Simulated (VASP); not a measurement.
# Mo in VASP: notebook, part 2 of 2

VASP 6.6.1.

### 3 Relaxation of the atoms, LDA

Input file INCAR:

```
SYSTEM = Mo
  PREC = Accurate
  ENCUT = 520
  EDIFF = 1E-6
  ISMEAR = 1
  SIGMA = 0.1
  LREAL = .False.
  LASPH = .True.
  NELM = 80
  ALGO = Normal
  ISIF = 2
  LWAVE = .False.
  LCHARG = .False.
  LDIPOL = .True.
  IDIPOL = 3
  DIPOL = 0.5 0.5 0.500
  IBRION = 2
  NSW = 80
  EDIFFG = -0.02
  KPAR = 4
```

Input file KPOINTS:

```
Automatic mesh
0
Gamma
  12 12 1
  0 0 0
```

Input file POSCAR:

```
Mo
1.0
    3.1151980000      0.0000000000      0.0000000000
    0.0000000000      3.1151980000      0.0000000000
    0.0000000000      0.0000000000     27.4607920000
Mo
9
Direct
    0.5000000000      0.5000000000      0.2731166700
    0.0000000000      0.0000000000      0.3298375000
    0.5000000000      0.5000000000      0.3865583300
    0.0000000000      0.0000000000      0.4432791700
    0.5000000000      0.5000000000      0.5000000000
    0.0000000000      0.0000000000      0.5567208300
    0.5000000000      0.5000000000      0.6134416700
    0.0000000000      0.0000000000      0.6701625000
    0.5000000000      0.5000000000      0.7268833300
```

Potentials or basis: VASP PAW LDA potentials, release 64 (Mo_sv).

Command:

```console
$ cat potpaw_LDA.64/Mo_sv/POTCAR > POTCAR
$ mpirun -np 4 vasp_std > vasp.out
```

OUTCAR:

```text
SYSTEM = Mo
   PREC = Accurate
   ENCUT = 520
   EDIFF = 1E-6
   ISMEAR = 1
   LREAL = .False.
   LASPH = .True.
   NELM = 80
   ISIF = 2
   IBRION = 2
   NSW = 80
   EDIFFG = -0.02

 ion  position               nearest neighbor table
   1  0.500  0.500  0.273-   2 2.70   2 2.70   2 2.70   2 2.70   3 3.12
   2  0.000  0.000  0.330-   1 2.70   1 2.70   1 2.70   1 2.70   3 2.70   3 2.70   3 2.70   3 2.70
                             4 3.12
   3  0.500  0.500  0.387-   2 2.70   2 2.70   2 2.70   2 2.70   4 2.70   4 2.70   4 2.70   4 2.70
                             1 3.12   5 3.12
   4  0.000  0.000  0.443-   5 2.70   5 2.70   5 2.70   5 2.70   3 2.70   3 2.70   3 2.70   3 2.70
                             6 3.12   2 3.12
   5  0.500  0.500  0.500-   4 2.70   6 2.70   4 2.70   6 2.70   4 2.70   6 2.70   4 2.70   6 2.70
                             3 3.12   7 3.12
   6  0.000  0.000  0.557-   5 2.70   5 2.70   5 2.70   5 2.70   7 2.70   7 2.70   7 2.70   7 2.70
                             4 3.12   8 3.12
   7  0.500  0.500  0.613-   8 2.70   8 2.70   8 2.70   8 2.70   6 2.70   6 2.70   6 2.70   6 2.70
                             9 3.12   5 3.12
   8  0.000  0.000  0.670-   9 2.70   9 2.70   9 2.70   9 2.70   7 2.70   7 2.70   7 2.70   7 2.70
                             6 3.12
   9  0.500  0.500  0.727-   8 2.70   8 2.70   8 2.70   8 2.70   7 3.12

  LATTYP: Found a simple tetragonal cell.
 ALAT       =     3.1151980000
 C/A-ratio  =     8.8151032454

  Lattice vectors:

 A1 = (   3.1151980000,   0.0000000000,   0.0000000000)
 A2 = (   0.0000000000,   3.1151980000,   0.0000000000)
 A3 = (   0.0000000000,   0.0000000000,  27.4607920000)

Analysis of symmetry for initial positions (statically):
=====================================================================
 Subroutine PRICEL returns:
 Original cell was already a primitive cell.

 Routine SETGRP: Setting up the symmetry group for a
 simple tetragonal supercell.

 Subroutine GETGRP returns: Found 16 space group operations
 (whereof 16 operations were pure point group operations)
 out of a pool of 16 trial point group operations.

The static configuration has the point symmetry D_4h.

Analysis of symmetry for dynamics (positions and initial velocities):
=====================================================================
 Subroutine PRICEL returns:
 Original cell was already a primitive cell.

 Routine SETGRP: Setting up the symmetry group for a
 simple tetragonal supercell.

 Subroutine GETGRP returns: Found 16 space group operations
 (whereof 16 operations were pure point group operations)
 out of a pool of 16 trial point group operations.

The dynamic configuration has the point symmetry D_4h.

 Subroutine INISYM returns: Found 16 space group operations
 (whereof 16 operations are pure point group operations),
 and found     1 'primitive' translations

----------------------------------------------------------------------------------------

                                     Primitive cell

  volume of cell :     266.4921

  direct lattice vectors                    reciprocal lattice vectors
     3.115198000  0.000000000  0.000000000     0.321006883  0.000000000  0.000000000
     0.000000000  3.115198000  0.000000000     0.000000000  0.321006883  0.000000000
     0.000000000  0.000000000 27.460792000     0.000000000  0.000000000  0.036415556

[... 102 lines left out ...]
   NFREE  =      1    steps in history (QN), initial steepest desc. (CG)
   ISIF   =      2    stress and relaxation
   ISYM   =      2    0-nonsym 1-usesym 2-fastsym
   POTIM  = 0.5000    time-step for ionic-motion
   TEBEG  =    0.0;   TEEND  =   0.0 temperature during run
   PSTRESS=    0.0 pullay stress
   NELECT =     126.0000    total number of electrons
   NUPDOWN=      -1.0000    fix difference up-down
   EMIN   =  10.00;   EMAX   =-10.00  energy-range for DOS
   EFERMI =   0.00;   METHOD = LEGACY
   ISMEAR =     1;   SIGMA  =   0.10  broadening in eV -4-tet -1-fermi 0-gaus
   EFERMI_NEDOS =   21; number of points for ismear=-14 and -15
   IALGO  =     38    algorithm
   IMIX   =      4    mixing-type and parameters
     AMIX     =   0.40;   BMIX     =  1.00
     AMIX_MAG =   1.60;   BMIX_MAG =  1.00
  volume/ion in A,a.u.               =      29.61       199.82
  Fermi-wavevector in a.u.,A,eV,Ry     =   1.275372  2.410104 22.130880  1.626574
  Thomas-Fermi vector in A             =   2.408088
   LORBIT       =      0    0 simple, 1 ext, 2 COOP (PROOUT), +10 PAW based schemes
   GGA     = CA    functional components
   LHFCALC =     F    Hartree Fock is set to
   AEXX    =    0.0000 exact exchange contribution
   IVDW    =     0    specifies the selected vdW correction
   LEPSILON=     F    determine dielectric tensor
   LRPA    =     F    only Hartree local field effects (RPA)
 conjugate gradient relaxation of ions
 non-spin polarized calculation
 Methfessel and Paxton  Order N= 1 SIGMA  =   0.10
  energy-cutoff  :      520.00
  volume of cell :      266.49
 maximum number of plane-waves:      7272
 NGX is ok and might be reduce to    24
   NGX = 11   NGY = 11   NGZ =103

--------------------------------------- Ionic step        1  -------------------------------------------

 number of electron     125.9999984 magnetization

 Free energy of the ion-electron system (eV)
  ---------------------------------------------------
  ext. energy  EPLUGINS =         0.00000000
  ---------------------------------------------------
  free energy    TOTEN  =      -104.41999705 eV

  energy without entropy =     -104.41955561  energy(sigma->0) =     -104.41984990

------------------------ aborting loop because EDIFF is reached ----------------------------------------

  FORCE on cell =-STRESS in cart. coord.  units (eV):
  Direction    XX          YY          ZZ          XY          YZ          ZX
  --------------------------------------------------------------------------------------
  -------------------------------------------------------------------------------------
  Total       -8.7000355     -8.7000355     -5.5000834      0.0000000      0.0000000      0.0000000
  in kB      -52.3054857    -52.3054857    -33.0670527      0.0000000      0.0000000      0.0000000
  external PRESSURE =     -45.8926747 kB  Pullay stress =       0.0000000 kB
[... 110 lines left out ...]
  FREE ENERGIE OF THE ION-ELECTRON SYSTEM (eV)
  ---------------------------------------------------
  free  energy   TOTEN  =      -104.7044425592 eV

  energy  without entropy=     -104.7077077991  energy(sigma->0) =     -104.70553097

 dipolmoment           0.000000      0.000000      0.000000 electrons x Angstroem

[... ionic steps 4 to 10 ...]

--------------------------------------- Ionic step       11  -------------------------------------------

 number of electron     125.9999983 magnetization

------------------------ aborting loop because EDIFF is reached ----------------------------------------
[... 81 lines left out ...]
--------------------------------------- Ionic step       13  -------------------------------------------

 number of electron     125.9999982 magnetization

 dipolmoment           0.000000      0.000000     -0.000000 electrons x Angstroem

 Free energy of the ion-electron system (eV)
  ---------------------------------------------------
  ext. energy  EPLUGINS =         0.00000000
  ---------------------------------------------------
  free energy    TOTEN  =      -104.72742915 eV

  energy without entropy =     -104.73239626  energy(sigma->0) =     -104.72908485

 E-fermi :   4.5958     XC(G=0):  -7.8641

 val. band max:        4.5525884216   @ k =   0.0833   0.0833   0.0000
 cond. band min:       4.6012696903   @ k =   0.1667   0.0833   0.0000
 fundamental gap:      0.0486812688
 Fermi energy:         4.5957925576

 k-point     1 :       0.0000    0.0000    0.0000
  band No.  band energies     occupation
      1     -56.3367      2.00000
      2     -56.2470      2.00000
      3     -56.1819      2.00000
      4     -56.0379      2.00000
      5     -55.9963      2.00000
      6     -55.8925      2.00000
[... 1861 lines left out ...]
     74       6.8502      0.00000
     75       6.9859      0.00000

 [... further k-points ...]

------------------------ aborting loop because EDIFF is reached ----------------------------------------

 vacuum level on the upper side and lower side of the slab       (xc-potential included)        -0.007        -0.007

  FORCE on cell =-STRESS in cart. coord.  units (eV):
  Direction    XX          YY          ZZ          XY          YZ          ZX
  --------------------------------------------------------------------------------------
  -------------------------------------------------------------------------------------
  Total       -3.5666526     -3.5666526     -0.0988816      0.0000000      0.0000000      0.0000000
  in kB      -21.4430731    -21.4430731     -0.5944863      0.0000000      0.0000000      0.0000000
  external PRESSURE =     -14.4935441 kB  Pullay stress =       0.0000000 kB
[... 24 lines left out ...]
  FREE ENERGIE OF THE ION-ELECTRON SYSTEM (eV)
  ---------------------------------------------------
  free  energy   TOTEN  =      -104.7274291513 eV

  energy  without entropy=     -104.7323962603  energy(sigma->0) =     -104.72908485

 reached required accuracy - stopping structural energy minimisation

 vacuum level on the upper side and lower side of the slab         8.854         8.854
```

Run time: 14 min. Hardware: 4 MPI ranks of Intel Xeon 6975P-C (Granite Rapids), shared host; peak memory 0.53 GiB.

Results:

```
Free energy                  : -104.7274 eV
Energy gained by relaxing    : 34.2 meV/atom
Ionic steps                  : 13
Largest force after relaxing : 0.005 eV/Å
Band gap on the k mesh       : none (metal or under the smearing width)
```

Forces in eV/Å, atoms in the order of the input:
```
Mo   0.000  0.000  0.005
Mo   0.000  0.000  0.000
Mo   0.000  0.000 -0.004
Mo   0.000  0.000  0.000
Mo   0.000  0.000  0.000
Mo   0.000  0.000  0.000
Mo   0.000  0.000  0.004
Mo   0.000  0.000  0.000
Mo   0.000  0.000 -0.005
```

Step by step:
```
step  energy change (eV)  largest force (eV/Å)  pressure (GPa)
   1              0.0000                1.5245           -4.59
   2             -0.2607                0.6144           -3.23
   3             -0.2844                0.3090           -2.59
   4             -0.2846                0.2992           -2.65
   5             -0.2961                0.1420           -2.38
   6             -0.2969                0.1191           -2.28
   7             -0.3000                0.0860           -2.17
   8             -0.3041                0.1560           -1.81
   9             -0.3063                0.0930           -1.66
  10             -0.3074                0.0358           -1.44
  11             -0.3074                0.0353           -1.45
  12             -0.3074                0.0338           -1.46
  13             -0.3074                0.0046           -1.45
```

Final structure:
```
CELL_PARAMETERS angstrom
3.11520 0.00000 0.00000
0.00000 3.11520 0.00000
0.00000 0.00000 27.46079
ATOMIC_POSITIONS crystal
Mo 0.50000 0.50000 0.27891
Mo 0.00000 0.00000 0.32847
Mo 0.50000 0.50000 0.38688
Mo 0.00000 0.00000 0.44343
Mo 0.50000 0.50000 0.50000
Mo 0.00000 0.00000 0.55657
Mo 0.50000 0.50000 0.61312
Mo 0.00000 0.00000 0.67153
Mo 0.50000 0.50000 0.72109
```

### 4 Single point, LDA

Input file INCAR:

```
SYSTEM = Mo
  PREC = Accurate
  ENCUT = 520
  EDIFF = 1E-7
  ISMEAR = 1
  SIGMA = 0.1
  LREAL = .False.
  LASPH = .True.
  NELM = 80
  ALGO = Fast
  ISIF = 2
  LWAVE = .False.
  LCHARG = .False.
  LDIPOL = .True.
  IDIPOL = 3
  DIPOL = 0.5 0.5 0.500
  NBANDS = 73
  LVHAR = .True.
  LVACPOTAV = .True.
  ICORELEVEL = 1
  KPAR = 4
```

KPOINTS is that of step 3.

Input file POSCAR:

```
Mo                                      
1.0
    3.1151980000      0.0000000000      0.0000000000
    0.0000000000      3.1151980000      0.0000000000
    0.0000000000      0.0000000000     27.4607920000
  Mo            
     9
Direct
     0.5000000000000000    0.5000000000000000    0.2789138667895829
     0.0000000000000000    0.0000000000000000    0.3284664926763101
     0.5000000000000000    0.5000000000000000    0.3868756957118703
     1.0000000000000000    0.0000000000000000    0.4434258167655624
     0.5000000000000000    0.5000000000000000    0.5000000000000000
     0.0000000000000000    0.0000000000000000    0.5565741832344377
     0.5000000000000000    0.5000000000000000    0.6131243042881295
     0.0000000000000000    0.0000000000000000    0.6715335073236899
     0.5000000000000000    0.5000000000000000    0.7210861332104173
```

Potentials or basis: VASP PAW LDA potentials, release 64 (Mo_sv).

Command:

```console
$ cat potpaw_LDA.64/Mo_sv/POTCAR > POTCAR
$ mpirun -np 4 vasp_std > vasp.out
```

OUTCAR:

```text
SYSTEM = Mo
   PREC = Accurate
   ENCUT = 520
   EDIFF = 1E-7
   ISMEAR = 1
   LREAL = .False.
   LASPH = .True.
   NELM = 80
   ISIF = 2

 ion  position               nearest neighbor table
   1  0.500  0.500  0.279-   2 2.59   2 2.59   2 2.59   2 2.59   3 2.96
   2  0.000  0.000  0.328-   1 2.59   1 2.59   1 2.59   1 2.59   3 2.72   3 2.72   3 2.72   3 2.72
                             4 3.16
   3  0.500  0.500  0.387-   4 2.70   4 2.70   4 2.70   4 2.70   2 2.72   2 2.72   2 2.72   2 2.72
                             1 2.96   5 3.11
   4  0.000  0.000  0.443-   3 2.70   3 2.70   3 2.70   3 2.70   5 2.70   5 2.70   5 2.70   5 2.70
                             6 3.11   2 3.16
[... 2079 lines left out ...]
 -----------------------------------------------------------------------------
  energy-cutoff  :      520.00
  volume of cell :      266.49
      direct lattice vectors                 reciprocal lattice vectors
     3.115198000  0.000000000  0.000000000     0.321006883  0.000000000  0.000000000
     0.000000000  3.115198000  0.000000000     0.000000000  0.321006883  0.000000000
     0.000000000  0.000000000 27.460792000     0.000000000  0.000000000  0.036415556

 POSITION                                       TOTAL-FORCE (eV/Angst)
 -----------------------------------------------------------------------------------
      1.55760      1.55760      7.65920        -0.000000     -0.000000      0.004807
      0.00000      0.00000      9.01995        -0.000000     -0.000000      0.000197
      1.55760      1.55760     10.62391        -0.000000      0.000000     -0.003642
      0.00000      0.00000     12.17682        -0.000000      0.000000     -0.000239
      1.55760      1.55760     13.73040        -0.000000      0.000000      0.000000
      0.00000      0.00000     15.28397         0.000000      0.000000      0.000239
      1.55760      1.55760     16.83688        -0.000000     -0.000000      0.003642
      0.00000      0.00000     18.44084         0.000000      0.000000     -0.000197
      1.55760      1.55760     19.80160        -0.000000      0.000000     -0.004807
 -----------------------------------------------------------------------------------
    total drift:                                0.000000     -0.000000     -0.000000

  FREE ENERGIE OF THE ION-ELECTRON SYSTEM (eV)
  ---------------------------------------------------
  free  energy   TOTEN  =      -104.7274295099 eV

  energy  without entropy=     -104.7323959100  energy(sigma->0) =     -104.72908498

 vacuum level on the upper side and lower side of the slab         8.862         8.862
```

OSZICAR:

```text
N       E                     dE             d eps       ncg     rms          rms(c)
DAV:   1     0.174981603503E+04    0.17498E+04   -0.79921E+04  4712   0.168E+03
DAV:   2    -0.365069815772E+02   -0.17863E+04   -0.17488E+04  4374   0.550E+02
DAV:   3    -0.110300328960E+03   -0.73793E+02   -0.71177E+02  5551   0.101E+02
[... 26 lines left out ...]
RMM:  30    -0.104727428853E+03   -0.54694E-06   -0.54529E-06  2090   0.759E-04    0.175E-04
RMM:  31    -0.104727429120E+03   -0.26681E-06   -0.29526E-06  2034   0.614E-04    0.174E-04
RMM:  32    -0.104727429272E+03   -0.15182E-06   -0.18891E-06  1861   0.509E-04    0.898E-05
RMM:  33    -0.104727429417E+03   -0.14520E-06   -0.10784E-06  1623   0.421E-04    0.597E-05
RMM:  34    -0.104727429510E+03   -0.92670E-07   -0.71962E-07  1576   0.383E-04
   1 F= -.10472743E+03 E0= -.10472908E+03  d E =0.496640E-02
```

It took 2.9 min on 4 MPI ranks of Intel Xeon 6975P-C (Granite Rapids), shared host; peak memory 0.49 GiB.

What came out:

```
Free energy                     : -104.7274 eV
Largest force                   : 0.005 eV/Å
Band gap on the k mesh          : none (metal or under the smearing width)
Work function of the upper face : 4.27 eV
Work function of the lower face : 4.27 eV
```

Forces on the atoms (eV/Å):
```
Mo   0.000  0.000  0.005
Mo   0.000  0.000  0.000
Mo   0.000  0.000 -0.004
Mo   0.000  0.000  0.000
Mo   0.000  0.000  0.000
Mo   0.000  0.000  0.000
Mo   0.000  0.000  0.004
Mo   0.000  0.000  0.000
Mo   0.000  0.000 -0.005
```

Core levels (eV, on the scale of the bands):
```tsv
atom	levels
1 Mo	1s -19704.3, 2s -2779.5, 2p -2488.2, 3s -465.7, 3p -369.9, 3d -212.9
2 Mo	1s -19704.3, 2s -2779.6, 2p -2488.4, 3s -465.9, 3p -370.1, 3d -213.1
3 Mo	1s -19704.5, 2s -2779.9, 2p -2488.6, 3s -466.1, 3p -370.3, 3d -213.3
4 Mo	1s -19704.4, 2s -2779.7, 2p -2488.5, 3s -466.0, 3p -370.2, 3d -213.2
5 Mo	1s -19704.6, 2s -2779.9, 2p -2488.7, 3s -466.2, 3p -370.4, 3d -213.4
6 Mo	1s -19704.4, 2s -2779.7, 2p -2488.5, 3s -466.0, 3p -370.2, 3d -213.2
```
